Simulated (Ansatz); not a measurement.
# Sn (Fd-3m) in Ansatz: convergence with wavefunction cutoff

Aim: find how far wavefunction cutoff must go before the results for Sn settle, at LDA. This setting moves, with any that are tied to it; all else stays.

Everything below comes from runs of Ansatz 0.2.0. Logs are shortened: lines on timing, memory, paths and dates and some standing lists are left out, and cuts for length are marked.

## 1. Starting point

The structure is cubic, space group Fd-3m (No. 227). Conventional cell: a = 6.467 Å, b = 6.467 Å, c = 6.467 Å, α = 90.00°, β = 90.00°, γ = 90.00°. Sn (site symmetry -43m) has 4 Sn at 2.80 Å as nearest neighbours.

This isn't the form of Sn at room conditions, which is tetragonal (white tin).

## 2. With wavefunction cutoff 200 eV

input.yaml

```yaml
crystal:
  lattice:
    - [0.0, 3.2333428, 3.2333428]
    - [3.2333428, 0.0, 3.2333428]
    - [3.2333428, 3.2333428, 0.0]
  atoms:
    - { symbol: Sn, position: [0.75, 0.75, 0.75] }
    - { symbol: Sn, position: [0.5, 0.5, 0.5] }
hamiltonian:
  xc: lda
  pseudopotentials: { kind: paw }
kpoints:
  mp_grid: { grid: [6, 6, 6] }
scf:
  occupations: { method: methfessel_paxton, width: 0.1 }
output:
  forces: true
  stress: true
  eigenvalues: true
basis:
  ecutwfc: "200 eV"
```

Potentials or basis: Ansatz PAW.

The run is started by

```sh
ansatz run input.yaml --threads 2 --pin off --max-ram 5632MiB --backend cpu --events-out ev --progress --plain --runs-dir out
```

Run time: 0.26 s. Hardware: 2 threads of Intel Xeon 6975P-C (Granite Rapids), shared host; peak memory 0.31 GiB.

Results:

```
Free energy            : -11749.0174 eV
Pressure               : 0.3 GPa
Band gap on the k mesh : none (metal or under the smearing width)
```

## 3. With wavefunction cutoff 250 eV

input.yaml, as its differences from that of step 2:

```diff
@@ -20,2 +20,2 @@
 basis:
-  ecutwfc: "200 eV"
+  ecutwfc: "250 eV"
```

Potentials or basis: Ansatz PAW.

The run is started by

```sh
ansatz run input.yaml --threads 2 --pin off --max-ram 5632MiB --backend cpu --events-out ev --progress --plain --runs-dir out
```

It took 0.29 s on 2 threads of Intel Xeon 6975P-C (Granite Rapids), shared host; peak memory 0.32 GiB.

Results:

```
Free energy            : -11757.9156 eV
Pressure               : 0.4 GPa
Band gap on the k mesh : none (metal or under the smearing width)
```

## 4. With wavefunction cutoff 300 eV

input.yaml, as its differences from that of step 3:

```diff
@@ -20,2 +20,2 @@
 basis:
-  ecutwfc: "250 eV"
+  ecutwfc: "300 eV"
```

The run is started by

```sh
ansatz run input.yaml --threads 2 --pin off --max-ram 5632MiB --backend cpu --events-out ev --progress --plain --runs-dir out
```

Wall time 0.31 s (2 threads of Intel Xeon 6975P-C (Granite Rapids), shared host); peak memory 0.33 GiB.

What came out:

```
Free energy            : -11758.9222 eV
Pressure               : 0.3 GPa
Band gap on the k mesh : none (metal or under the smearing width)
```

## 5. With wavefunction cutoff 350 eV

input.yaml, as its differences from that of step 4:

```diff
@@ -20,2 +20,2 @@
 basis:
-  ecutwfc: "300 eV"
+  ecutwfc: "350 eV"
```

The run is started by

```sh
ansatz run input.yaml --threads 2 --pin off --max-ram 5632MiB --backend cpu --events-out ev --progress --plain --runs-dir out
```

Wall time 0.35 s (2 threads of Intel Xeon 6975P-C (Granite Rapids), shared host); peak memory 0.34 GiB.

Results:

| Quantity | Value |
| --- | --- |
| Free energy | -11758.9888 eV |
| Pressure | 0.2 GPa |
| Band gap on the k mesh | none (metal or under the smearing width) |

## 6. With wavefunction cutoff 400 eV

input.yaml, as its differences from that of step 5:

```diff
@@ -20,2 +20,2 @@
 basis:
-  ecutwfc: "350 eV"
+  ecutwfc: "400 eV"
```

Potentials or basis: Ansatz PAW.

The run is started by

```sh
ansatz run input.yaml --threads 2 --pin off --max-ram 5632MiB --backend cpu --events-out ev --progress --plain --runs-dir out
```

It took 0.38 s on 2 threads of Intel Xeon 6975P-C (Granite Rapids), shared host; peak memory 0.35 GiB.

Results (log left out):

- Free energy: -11758.9923 eV
- Pressure: 0.2 GPa
- Band gap on the k mesh: none (metal or under the smearing width)

## 7. With wavefunction cutoff 450 eV

input.yaml, as its differences from that of step 6:

```diff
@@ -20,2 +20,2 @@
 basis:
-  ecutwfc: "400 eV"
+  ecutwfc: "450 eV"
```

The run is started by

```sh
ansatz run input.yaml --threads 2 --pin off --max-ram 5632MiB --backend cpu --events-out ev --progress --plain --runs-dir out
```

Wall time 0.48 s (2 threads of Intel Xeon 6975P-C (Granite Rapids), shared host); peak memory 0.35 GiB.

Results (log left out):

| Item | Value |
| --- | --- |
| Free energy | -11758.9940 eV |
| Pressure | 0.2 GPa |
| Band gap on the k mesh | none (metal or under the smearing width) |

## 8. With wavefunction cutoff 500 eV

input.yaml, as its differences from that of step 7:

```diff
@@ -20,2 +20,2 @@
 basis:
-  ecutwfc: "450 eV"
+  ecutwfc: "500 eV"
```

The run is started by

```sh
ansatz run input.yaml --threads 2 --pin off --max-ram 5632MiB --backend cpu --events-out ev --progress --plain --runs-dir out
```

It took 0.47 s on 2 threads of Intel Xeon 6975P-C (Granite Rapids), shared host; peak memory 0.37 GiB.

Results (log left out):

| Item | Value |
| --- | --- |
| Free energy | -11758.9944 eV |
| Pressure | 0.2 GPa |
| Band gap on the k mesh | none (metal or under the smearing width) |

## 9. With wavefunction cutoff 600 eV

input.yaml, as its differences from that of step 8:

```diff
@@ -20,2 +20,2 @@
 basis:
-  ecutwfc: "500 eV"
+  ecutwfc: "600 eV"
```

Potentials or basis: Ansatz PAW.

The run is started by

```sh
ansatz run input.yaml --threads 2 --pin off --max-ram 5632MiB --backend cpu --events-out ev --progress --plain --runs-dir out
```

It took 0.53 s on 2 threads of Intel Xeon 6975P-C (Granite Rapids), shared host; peak memory 0.39 GiB.

Results (log left out):

```yaml
Free_energy: -11758.9951 eV
Pressure: 0.2 GPa
Band_gap_on_the_k_mesh: none (metal or under the smearing width)
```

## 10. With wavefunction cutoff 800 eV

input.yaml, as its differences from that of step 9:

```diff
@@ -20,2 +20,2 @@
 basis:
-  ecutwfc: "600 eV"
+  ecutwfc: "800 eV"
```

Potentials or basis: Ansatz PAW.

The run is started by

```sh
ansatz run input.yaml --threads 2 --pin off --max-ram 5632MiB --backend cpu --events-out ev --progress --plain --runs-dir out
```

What it wrote:

```text
Warning: RAYON_NUM_THREADS=2 ignored (pool sized by the plan → 2); use --threads N
Engine: ansatz 0.2.0, x86_64-unknown-linux-gnu
Pseudopotentials: kind: paw
Pseudopotential: Sn, paw, valence charge 14, recommended cutoff 420 eV (normal), Sn.paw.azcp
Functional definition: SPW92
  exchange = slater_x
  correlation = pw_c
Crystal: 2 atoms, lattice volume = 67.606 Å³
Basis set: ecut = 800 eV, 3479 PW (Γ)
Bands: 18, of which v1, the nominal top of the filled ones, is band 14 counted from 1 (13 counted from 0)
Symmetry: 48 space group operations
Space group: Fd-3m (ITA 227), of the structure as read, at distance tolerance 4.1e-5 Å
k-points: 16 of 216
Non-local potential: Sn, projectors of the file, l = 0: 2, l = 1: 2, l = 2: 2, l = 3: 2
PAW form: soft (Blöchl's): semilocal exchange-correlation on the pseudo side does not see the compensation charge
PAW frozen core: Sn, regenerated for the run's functional, and the local potential with it (the file was generated under x = pbe(κ = 0.804, μ = 0.2195149727645171), c = pbe(β = 0.06672455060314922))
PAW one-centre angular grid: Sn, 590 points (default); XC on 64 Gauss nodes
Initial density: superposition of atomic densities (neutral atoms: chi_scale 0, normalization atom), corrected by the library's trained network
Initial wavefunctions: pseudopotential atomic-orbital guess
Functional: x = slater, c = lda
SCF iter   1: F=—  HF=-11758.999748 eV  |F-HF|=—  |Δ(HF+E_count)|=         —  Δρ=6.09e-3  dr2=1.07e-2  ethr=1.77e-3  ⟨swp⟩=5.8  Hψ=1557  notcnv=0
preconditioner: auto → none  [insulator: Δε(μ)=0.174 eV  Ē_g=20.016 eV  σ=0.100 eV  W_gap=0.57  n_scr=14 (ndim 8)  ℏωp=23.9 eV  f_vac=0.093  D(μ)=0.27/eV (n_scr^D=0)  ε∞_Penn≈2.4]
SCF iter   2: F=—  HF=-11758.995475 eV  |F-HF|=—  |Δ(HF+E_count)|=   4.27e-3  S|Δr|=    0.00e0  Δρ=1.85e-3  dr2=9.45e-4  ethr=3.81e-5  ⟨swp⟩=2.1  Hψ=586  notcnv=0
SCF iter   3: F=—  HF=-11758.995451 eV  |F-HF|=—  |Δ(HF+E_count)|=   2.42e-5  S|Δr|=    0.00e0  Δρ=5.46e-4  dr2=8.43e-5  ethr=3.38e-6  ⟨swp⟩=1.2  Hψ=292  notcnv=0
SCF iter   4: F=—  HF=-11758.995471 eV  |F-HF|=—  |Δ(HF+E_count)|=   2.03e-5  S|Δr|=    0.00e0  Δρ=2.54e-5  dr2=4.27e-7  ethr=3.01e-7  ⟨swp⟩=2.0  Hψ=326  notcnv=0
SCF iter   5: F=-11758.995471 eV  HF=-11758.995471 eV  |F-HF|=1.48e-9  |Δ(HF+E_count)|=   1.38e-8  S|Δr|=    0.00e0  Δρ=1.96e-6  dr2=3.43e-9  ethr=3.57e-10  ⟨swp⟩=6.6  Hψ=1385  notcnv=0
SCF 1 converged in 5 iterations: F = -11758.995471 eV  dr2 = 3.43e-9
SCF converged after 5 iterations
Stability not checked: this state was not tested for a lower state beside it, because cold or Methfessel-Paxton smearing, or corrected tetrahedra, fill the levels in a way that the test cannot read (fill_not_monotonic; see scf.lower_state_search)
Free energy (F): -11758.995471 eV
Harris-Foulkes:  -11758.995471 eV  (|F-HF|=1.48e-9)
Internal energy: -11758.995328 eV  (E = F + TS)
E sigma→0 (E₀):  -11758.995435 eV
Entropy (-TS):   -0.000143 eV (-0.072 meV/atom)
Fermi energy:    7.539101 eV
--- Per-component energies (eV) ---
  E_band       = -252.435855
  E_kinetic    = 377.510844
  E_local      = -2299.217426  (includes V_loc(G=0)·N_el)
  E_nonlocal   = -55.223432
  E_hartree    = 1318.115092
  E_xc         = -757.264304
  E_vxc        = -196.474921  (∫ρ·V_xc dr)
  E_paw        = -7992.743220  (= ΣΔE_a)
  E_vpaw       = -715.264596  (= ΣTr[D̂ρ^β])
  E_aug_tail   = -0.000000  (compensation charges beyond the density's cutoff)
  E_ewald      = -2351.022677
  E_core_change = 0.849796  (= ΣΔE_core)
  E_smearing   = -0.000143  (= −TS)
  E_closure    = -0.000000  (closes the sum)
  Σ components = -11758.995471   (vs F -11758.995471, Δ=0.00e0)
--- Forces (eV/Å), atoms counted from 1 ---
  atom   1  Sn    -0.00000000    -0.00000000    -0.00000000
  atom   2  Sn    -0.00000000     0.00000000     0.00000000
  max |Σ_I F_I| component: 3.70e-17 eV/Å
--- Stress (GPa, compression-positive) ---
        0.193232      -0.000000       0.000000
       -0.000000       0.193232      -0.000000
       -0.000000       0.000000       0.193232
  P = ⅓ Tr σ = 0.1932 GPa (1.932 kbar)
--- Band table (eV; the first three rows and the last of 16) ---
  k-point 0: bands = ["-13.9849", "-13.9849", "-13.9849", "-13.9221", "-13.9221", "-13.6012", "-13.6012", "-13.6012", "-13.5904", "-13.5904", "-3.0989", "6.8597", "7.7269", "7.7269", "7.7269", "9.7891", "9.7891", "9.7891"]
  k-point 1: bands = ["-14.0017", "-14.0017", "-13.9783", "-13.8976", "-13.8976", "-13.6318", "-13.6318", "-13.6098", "-13.5645", "-13.5645", "-2.8296", "4.7541", "7.2764", "7.2764", "8.1179", "10.3597", "10.3597", "10.9497"]
  k-point 2: bands = ["-14.0179", "-14.0179", "-13.9644", "-13.8684", "-13.8684", "-13.6559", "-13.6559", "-13.6275", "-13.5473", "-13.5473", "-2.0899", "2.4326", "6.7157", "6.7157", "7.7089", "10.8495", "10.8495", "13.2045"]
  k-point 15: bands = ["-14.0524", "-14.0524", "-13.8564", "-13.8564", "-13.7589", "-13.7589", "-13.7055", "-13.7055", "-13.5072", "-13.5072", "0.0664", "0.0664", "4.6743", "4.6743", "9.8786", "9.8786", "12.9758", "12.9758"]
```

It took 0.81 s on 2 threads of Intel Xeon 6975P-C (Granite Rapids), shared host; peak memory 0.43 GiB.

What came out:

```yaml
Free_energy: -11758.9955 eV
Pressure: 0.2 GPa
Band_gap_on_the_k_mesh: none (metal or under the smearing width)
```

## 11. Summary

```tsv
wavefunction cutoff	energy less the tightest run, at zero smearing (meV/atom)	pressure (GPa)	SCF cycles	CPU time (s)	peak memory (GiB)
200 eV	4989.00	0.32	6	0.38	0.31
250 eV	539.94	0.39	6	0.43	0.32
300 eV	36.64	0.33	5	0.48	0.33
350 eV	3.32	0.22	5	0.54	0.34
400 eV	1.59	0.21	5	0.6	0.35
450 eV	0.76	0.20	5	0.76	0.35
500 eV	0.52	0.19	5	0.78	0.37
600 eV	0.19	0.19	5	0.9	0.39
800 eV	0.00	0.19	5	1.4	0.43
```

Against the tightest run, the energy stays within 1 meV/atom from 450 eV on; the pressure stays within 0.1 GPa from 350 eV on. The tightest run that finished is the yardstick and may itself not be fully converged.

Caveats: the PAW data sets come from PBE, with cores solved anew for the run's functional, which leaves a small shift of forces and pressure.
